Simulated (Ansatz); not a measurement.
**Sr: pressure up to the limit of the methods**

How does Sr (dhcp type) answer strong compression, and how long do frozen cores keep up with all electrons? The runs shown use LAPW, crystal datasets and norm-conserving. Companion runs by PAW are cited. Its runs: the reference run (LAPW); volume scaled by 1 (crystal datasets and norm-conserving); volume scaled by 0.68 (LAPW and crystal datasets); volume scaled by 0.6 (LAPW, crystal datasets and norm-conserving); volume scaled by 0.52 (LAPW and norm-conserving); volume scaled by 0.45 (LAPW, crystal datasets and norm-conserving).

Program: Ansatz 0.2.0. Level of theory: DFT PBE, with the methods named in each step. These are calculated values, not measurements.

2 further runs of the same task are left out: 1 that didn't finish, 1 set aside as unsound or not needed.

### 1 Starting point

The structure is hexagonal, space group P6_3/mmc (No. 194). The conventional cell has a = 4.268 Å, b = 4.268 Å, c = 13.976 Å, α = 90.00°, β = 90.00°, γ = 120.00°. Around Sr (site symmetry -3m) lie 12 Sr at 4.27 to 4.28 Å. Sr (site symmetry -6m2) has 12 Sr at 4.27 to 4.28 Å as nearest neighbours.

Coordinates:

```
Sr
1.0
     4.26812    0.00000    0.00000
    -2.13406    3.69630    0.00000
     0.00000    0.00000   13.97616
Sr
4
Cartesian
  0.0000 0.0000 0.0000
  0.0000 0.0000 6.9881
  0.0000 2.4642 3.4940
  2.1341 1.2321 10.4821
```

Whether this phase is the stable one at these pressures isn't tested.

Atoms are numbered in the order of the input: Sr1, Sr2, Sr3, Sr4.

### 2 The reference volume, LAPW

input.yaml reads:

```yaml
crystal:
  lattice:
    - [4.2681203181, 0.0, 0.0]
    - [-2.1340601591, 3.6963006219, 0.0]
    - [0.0, 0.0, 13.9761587667]
  atoms:
    - { symbol: Sr, position: [0.0, 0.0, 0.0] }
    - { symbol: Sr, position: [0.0, 0.0, 0.5] }
    - { symbol: Sr, position: [0.3333333333, 0.6666666667, 0.25] }
    - { symbol: Sr, position: [0.6666666667, 0.3333333333, 0.75] }
kpoints:
  mp_grid: { grid: [9, 9, 3] }
  band_path:
    path:
      - [0.0, 0.0, 0.0]
      - [0.5, 0.0, 0.0]
      - [0.3333333333, 0.3333333333, 0.0]
      - [0.0, 0.0, 0.0]
      - [0.0, 0.0, 0.5]
      - [0.5, 0.0, 0.5]
      - [0.3333333333, 0.3333333333, 0.5]
      - [0.0, 0.0, 0.5]
      - [0.5, 0.0, 0.5]
    npoints: 14
scf:
  occupations: { method: fermi_dirac, width: 0.08 }
hamiltonian:
  xc: pbe
  pseudopotentials: { kind: all_electron, lapw: { basis_error: 0.001 } }
output:
  forces: true
  stress: true
  eigenvalues: true
  populations: true
  dos: { projected: true, de: 0.2, e_range: [-14, 8] }
```

The run is started by

```console
$ ansatz run input.yaml --threads 1 --pin off --max-ram 3072MiB --backend cpu --events-out ev --progress --plain --runs-dir out
```

### 3 Volume scaled by 1, crystal datasets

input.yaml reads:

```yaml
crystal:
  lattice:
    - [4.2681203181, 0.0, 0.0]
    - [-2.1340601591, 3.6963006219, 0.0]
    - [0.0, 0.0, 13.9761587667]
  atoms:
    - { symbol: Sr, position: [0.0, 0.0, 0.0] }
    - { symbol: Sr, position: [0.0, 0.0, 0.5] }
    - { symbol: Sr, position: [0.3333333333, 0.6666666667, 0.25] }
    - { symbol: Sr, position: [0.6666666667, 0.3333333333, 0.75] }
kpoints:
  mp_grid: { grid: [9, 9, 3] }
scf:
  occupations: { method: fermi_dirac, width: 0.08 }
hamiltonian:
  xc: pbe
  pseudopotentials: { kind: all_electron, datasets: crystal }
output:
  forces: true
  stress: true
  eigenvalues: true
```

### 4 Volume scaled by 1, norm-conserving

input.yaml: that of step 3 with these lines changed.

```diff
@@ -16,3 +16,3 @@
   xc: pbe
-  pseudopotentials: { kind: all_electron, datasets: crystal }
+  pseudopotentials: { kind: nc }
 output:
```

### 5 Volume scaled by 0.68, LAPW

input.yaml: that of step 4 with these lines changed.

```diff
@@ -2,5 +2,5 @@
   lattice:
-    - [4.2681203181, 0.0, 0.0]
-    - [-2.1340601591, 3.6963006219, 0.0]
-    - [0.0, 0.0, 13.9761587667]
+    - [3.7532396118, 0.0, 0.0]
+    - [-1.8766198059, 3.2504008503, 0.0]
+    - [0.0, 0.0, 12.2901579137]
   atoms:
@@ -16,3 +16,3 @@
   xc: pbe
-  pseudopotentials: { kind: nc }
+  pseudopotentials: { kind: all_electron, lapw: { basis_error: 0.001 } }
 output:
@@ -21 +21,2 @@
   eigenvalues: true
+  populations: true
```

### 6 Volume scaled by 0.68, crystal datasets

input.yaml: that of step 5 with these lines changed.

```diff
@@ -16,3 +16,3 @@
   xc: pbe
-  pseudopotentials: { kind: all_electron, lapw: { basis_error: 0.001 } }
+  pseudopotentials: { kind: all_electron, datasets: crystal }
 output:
@@ -21,2 +21 @@
   eigenvalues: true
-  populations: true
```

### 7 Volume scaled by 0.6, LAPW

input.yaml: that of step 6 with these lines changed.

```diff
@@ -2,5 +2,5 @@
   lattice:
-    - [3.7532396118, 0.0, 0.0]
-    - [-1.8766198059, 3.2504008503, 0.0]
-    - [0.0, 0.0, 12.2901579137]
+    - [3.5998720958, 0.0, 0.0]
+    - [-1.7999360479, 3.1175806853, 0.0]
+    - [0.0, 0.0, 11.7879488393]
   atoms:
@@ -16,3 +16,3 @@
   xc: pbe
-  pseudopotentials: { kind: all_electron, datasets: crystal }
+  pseudopotentials: { kind: all_electron, lapw: { basis_error: 0.001 } }
 output:
@@ -21 +21,2 @@
   eigenvalues: true
+  populations: true
```

### 8 Volume scaled by 0.6, crystal datasets

input.yaml: that of step 7 with these lines changed.

```diff
@@ -16,3 +16,3 @@
   xc: pbe
-  pseudopotentials: { kind: all_electron, lapw: { basis_error: 0.001 } }
+  pseudopotentials: { kind: all_electron, datasets: crystal }
 output:
@@ -21,2 +21 @@
   eigenvalues: true
-  populations: true
```

### 9 Volume scaled by 0.6, norm-conserving

input.yaml: that of step 8 with these lines changed.

```diff
@@ -16,3 +16,3 @@
   xc: pbe
-  pseudopotentials: { kind: all_electron, datasets: crystal }
+  pseudopotentials: { kind: nc }
 output:
```

### 10 Volume scaled by 0.52, LAPW

input.yaml: that of step 9 with these lines changed.

```diff
@@ -2,5 +2,5 @@
   lattice:
-    - [3.5998720958, 0.0, 0.0]
-    - [-1.7999360479, 3.1175806853, 0.0]
-    - [0.0, 0.0, 11.7879488393]
+    - [3.4321882608, 0.0, 0.0]
+    - [-1.7160941304, 2.9723622244, 0.0]
+    - [0.0, 0.0, 11.2388603119]
   atoms:
@@ -16,3 +16,3 @@
   xc: pbe
-  pseudopotentials: { kind: nc }
+  pseudopotentials: { kind: all_electron, lapw: { basis_error: 0.001 } }
 output:
@@ -21 +21,2 @@
   eigenvalues: true
+  populations: true
```

### 11 Volume scaled by 0.52, norm-conserving

input.yaml: that of step 10 with these lines changed.

```diff
@@ -16,3 +16,3 @@
   xc: pbe
-  pseudopotentials: { kind: all_electron, lapw: { basis_error: 0.001 } }
+  pseudopotentials: { kind: nc }
 output:
@@ -21,2 +21 @@
   eigenvalues: true
-  populations: true
```

### 12 Volume scaled by 0.45, LAPW

input.yaml reads:

```yaml
crystal:
  lattice:
    - [3.2707008584, 0.0, 0.0]
    - [-1.6353504292, 2.8325100315, 0.0]
    - [0.0, 0.0, 10.7100622916]
  atoms:
    - { symbol: Sr, position: [0.0, 0.0, 0.0] }
    - { symbol: Sr, position: [0.0, 0.0, 0.5] }
    - { symbol: Sr, position: [0.3333333333, 0.6666666667, 0.25] }
    - { symbol: Sr, position: [0.6666666667, 0.3333333333, 0.75] }
kpoints:
  mp_grid: { grid: [9, 9, 3] }
  band_path:
    path:
      - [0.0, 0.0, 0.0]
      - [0.5, 0.0, 0.0]
      - [0.3333333333, 0.3333333333, 0.0]
      - [0.0, 0.0, 0.0]
      - [0.0, 0.0, 0.5]
      - [0.5, 0.0, 0.5]
      - [0.3333333333, 0.3333333333, 0.5]
      - [0.0, 0.0, 0.5]
      - [0.5, 0.0, 0.5]
    npoints: 8
scf:
  occupations: { method: fermi_dirac, width: 0.08 }
hamiltonian:
  xc: pbe
  pseudopotentials: { kind: all_electron, lapw: { basis_error: 0.001 } }
output:
  forces: true
  stress: true
  eigenvalues: true
  populations: true
  dos: { projected: true, de: 0.2, e_range: [-14, 8] }
```

### 13 Volume scaled by 0.45, crystal datasets

input.yaml reads:

```yaml
crystal:
  lattice:
    - [3.2707008584, 0.0, 0.0]
    - [-1.6353504292, 2.8325100315, 0.0]
    - [0.0, 0.0, 10.7100622916]
  atoms:
    - { symbol: Sr, position: [0.0, 0.0, 0.0] }
    - { symbol: Sr, position: [0.0, 0.0, 0.5] }
    - { symbol: Sr, position: [0.3333333333, 0.6666666667, 0.25] }
    - { symbol: Sr, position: [0.6666666667, 0.3333333333, 0.75] }
kpoints:
  mp_grid: { grid: [9, 9, 3] }
scf:
  occupations: { method: fermi_dirac, width: 0.08 }
hamiltonian:
  xc: pbe
  pseudopotentials: { kind: all_electron, datasets: crystal }
output:
  forces: true
  stress: true
  eigenvalues: true
```

### 14 Volume scaled by 0.45, norm-conserving

input.yaml: that of step 13 with these lines changed.

```diff
@@ -16,3 +16,3 @@
   xc: pbe
-  pseudopotentials: { kind: all_electron, datasets: crystal }
+  pseudopotentials: { kind: nc }
 output:
```

(Steps that only read results are left out.)

What does the calculation give? Wanted: LAPW pressure at 0.45 of the volume; PAW pressure at 0.45 of the volume; PAW; crystal datasets pressure at 0.45 of the volume; norm-conserving pressure at 0.45 of the volume; fitted bulk modulus at zero pressure.

As calculated:

```
                                           quantity     value
                LAPW pressure at 0.45 of the volume  28.5 GPa
                 PAW pressure at 0.45 of the volume  28.5 GPa
PAW (level accurate) pressure at 0.45 of the volume  28.5 GPa
    crystal datasets pressure at 0.45 of the volume  28.5 GPa
     norm-conserving pressure at 0.45 of the volume  28.5 GPa
        fitted bulk modulus at zero pressure (LAPW)  11.3 GPa
                            its pressure derivative      3.29
```

By LAPW the pressure climbs to 29 GPa at 0.45 of the first volume. One third-order Birch-Murnaghan curve follows these points (B₀ = 11.3 GPa, B′ = 3.29, misfit at most 0.08 GPa). A fit over so wide a range leans to the high pressures, so B₀ can be off by several per cent. Where LAPW's pressure is over 3 GPa, PAW's departs from it by at most 0.1 %, at 0.68 of the volume. The ions are at rest, and the electrons smeared by 0.08 eV.
